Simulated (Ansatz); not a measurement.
Runs of Ansatz 0.2.0 on CdSe (Cadmoselite). The structure is hexagonal, space group P6_3mc (No. 186). Conventional cell: a = 4.300 Å, b = 4.300 Å, c = 7.020 Å, α = 90.00°, β = 90.00°, γ = 120.00°. Cd (site symmetry 3m) is surrounded by 4 Se at 2.61 to 2.70 Å. Se (site symmetry 3m) is surrounded by 4 Cd at 2.61 to 2.70 Å. 

| task | level | k mesh | cutoff (eV) | smearing | points for each segment of the path | mesh quality | gap on the mesh (eV) | pressure (GPa) | largest force (eV/Å) |
| --- | --- | --- | --- | --- | --- | --- | --- | --- | --- |
| band structure | HF | 4 × 4 × 2 | 420 | fermi-dirac 0.05 eV | 4 | coarse | 7.79 | 6.5 | 0.33 |
| band structure | HSE06 | 4 × 4 × 2 | 420 | fermi-dirac 0.05 eV | 4 | coarse | 1.66 | 1.9 | 0.29 |
| band structure | r2SCAN0 | 4 × 4 × 2 | 500 | fermi-dirac 0.05 eV | 4 | coarse | 2.60 | 1.0 | 0.29 |
| atomic charges | PBE0 | 5 × 5 × 3 | 420 | gaussian 0.05 eV | - | not flagged | 2.26 | 1.7 | (c) |
| band structure | B3LYP | 4 × 4 × 2 | 420 | fermi-dirac 0.05 eV | 4 | coarse | (b) | 4.3 | (a) |

Alike in all rows: potentials or basis Ansatz PAW; no spin polarisation; cell as given.

Q: Fill in the values left out.

A: (a) 0.31; (b) 1.89; (c) 0.28.

Caveats: some runs use coarse meshes; the PAW data sets come from PBE, with cores solved anew for the run's functional, which leaves a small shift of forces and pressure; the thresholds are loose for stress; odd divisions of the mesh miss points on the zone boundary, where band edges often lie, so the gap on the mesh can be too wide (some runs).

A k mesh can miss the band edges, and the runs leave out spin-orbit coupling on Cd, Se.
